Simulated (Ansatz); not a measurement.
**Calculated coordination and 17O quadrupole coupling for BaTiO₃ under strain**

Cell: a refined structure from the COD, relaxed with PBE at fixed cell and then changed (z compressed by 3 %, ions relaxed).

```cif
data_structure
_symmetry_space_group_name_H-M 'P 1'
_symmetry_Int_Tables_number 1
_cell_length_a 4.0060
_cell_length_b 4.0060
_cell_length_c 3.8858
_cell_angle_alpha 90.000
_cell_angle_beta 90.000
_cell_angle_gamma 90.000
_cell_volume 62.36
loop_
_atom_site_label
_atom_site_type_symbol
_atom_site_fract_x
_atom_site_fract_y
_atom_site_fract_z
_atom_site_occupancy
Ba1 Ba 0.50000 0.50000 0.50000 1
Ti2 Ti 0.00000 0.00000 0.00000 1
O3 O 0.50000 0.00000 0.00000 1
O4 O 0.00000 0.50000 0.00000 1
O5 O 0.00000 0.00000 0.50000 1
```

Atom numbers follow the list; atoms alike are taken as one site, whose name carries the number of the first.

Level of theory: DFT, PBE, plane waves and PAW, scalar-relativistic, 420 eV cutoff, Γ-centred 8×8×8 k-points, Fermi–Dirac smearing 0.02 eV (Ansatz 0.2.0).

Q(17O) = -25.58 mb.

Problem. Rank these O sites by |C_Q|, smallest first.
A. O3: 2 Ti at 2.00 Å, angle 180°; also 4 Ba at 2.79 Å
B. O5: 2 Ti at 1.94 Å, angle 180°; also 4 Ba at 2.83 Å

Solution. B (0.857 MHz, η = 0.00), A (1.72 MHz, η = 0.35).

An axis of threefold or higher order runs through O5, so V_zz lies along it and η is zero. At O3 V_zz points along the line of its two bonds (within 1°). Like point charges on the first shell alone (each adding as 1/d³) would put O5 above O3: the covalent part of each bond and the atoms beyond the first shell count as well.

At this changed cell the PBE pressure is 7 GPa.
